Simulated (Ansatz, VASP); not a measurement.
## KBr in VASP and in Ansatz

```
CELL_PARAMETERS angstrom
0.00000 3.19373 3.29250
3.19373 0.00000 3.29250
3.19373 3.19373 0.00000
ATOMIC_POSITIONS crystal
K 0.00000 0.00000 0.00000
Br 0.50000 0.50000 0.50000
```

Change from the starting cell: strain -0.030 along x and y, +0.000 along z, atoms carried along.

Alike in both runs: task single point; functional PBE; k mesh 6 × 6 × 6; occupations gaussian, width 0.05 eV; no spin polarisation.

|  | VASP | Ansatz |
| --- | --- | --- |
| version | VASP 6.6.1 | Ansatz 0.2.0 |
| potentials or method | VASP PAW PBE potentials, release 64 (K_sv, Br) | scalar-relativistic, plane waves, PAW |
| plane-wave cutoff (eV) | 520 | 420 |
| valence electrons in the cell | 16 | 16 |

```tsv
	VASP	Ansatz	Ansatz less VASP
gap on the k mesh at the Fermi level (eV)	4.61	4.61	+0.002
least direct gap on the mesh (eV)	4.61	4.61	+0.002
pressure (GPa)	2.2	2.1	-0.06
largest component of the traceless stress (GPa)	0.90	0.89	-0.015
```
